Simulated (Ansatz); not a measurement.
# InPd: the cost of one run

Program: Ansatz 0.2.0. Level of theory: DFT PBE, scalar-relativistic, plane waves, PAW. These are calculated values, not measurements.

10 further runs of the same task are left out: 10 set aside as unsound or not needed.

## (1) The system as given

Symmetry: Pm-3m, No. 221, cubic system. Conventional cell: a = 3.305 Å, b = 3.305 Å, c = 3.305 Å, α = 90.00°, β = 90.00°, γ = 90.00°. In (site symmetry m-3m) is surrounded by 8 Pd at 2.86 Å. Around Pd (site symmetry m-3m) lie 8 In at 2.86 Å.

As a file:

```
CELL_PARAMETERS angstrom
3.30526 0.00000 0.00000
0.00000 3.30526 0.00000
0.00000 0.00000 3.30526
ATOMIC_POSITIONS crystal
In 0.00000 0.00000 0.00000
Pd 0.50000 0.50000 0.50000
```

It goes back to an entry of the Materials Project, which need not be the stable form.

It is the result of an earlier relaxation at this level (volume 18.05 Å³/atom; gap on the mesh: none (metal)).

## (2) The scan

The energy is mapped over a normal mode and a strain (zone-centre modes of the cell shown) (x along [1 0 0], y along [0 1 0], z along [0 0 1] of the conventional cell).

- amplitude of mode 4 (131 cm⁻¹), largest displacement in the unstrained cell: 11 values from −0.096 to 0.096 Å
- strain +e along z and -e/2 along x and y: 7 values from −7.00 to 7.00 %

Nothing else is relaxed (the pattern is fixed in fractional coordinates). Energies count from the relaxed high-symmetry cell. Points are written as (first, second).

The modes come from a phonon run on the reference cell, made beforehand.

The patterns, per unit of each coordinate (Å):

| atom | x1 | y1 | z1 |
| --- | --- | --- | --- |
| In1 | 0.927 | 0.000 | 0.000 |
| Pd2 | -1.000 | 0.000 | 0.000 |

## (3) Grid point (−0.096 Å, 0.00 %)

input.yaml

```yaml
crystal:
  lattice:
    - [3.305263596, 0.0, 0.0]
    - [0.0, 3.305263596, 0.0]
    - [0.0, 0.0, 3.305263596]
  atoms:
    - { symbol: In, position: [-0.0269202079, 0.0, 0.0] }
    - { symbol: Pd, position: [0.5290445821, 0.5, 0.5] }
basis:
  ecutwfc: 420
kpoints:
  mp_grid: { grid: [14, 14, 14] }
hamiltonian:
  xc: pbe
scf:
  occupations: { method: gaussian, width: 0.15 }
output:
  forces: true
  stress: true
  eigenvalues: true
```

Run with:

```bash
$ ansatz run input.yaml --threads 1 --pin off --max-ram 2048MiB --backend cpu --events-out ev --progress --plain --runs-dir out
```

**Question.** How long does this run take on 1 thread of Intel Xeon 6975P-C (Granite Rapids), shared host, and how much memory does it need?

About 8.4 s, with a peak of 0.55 GiB.
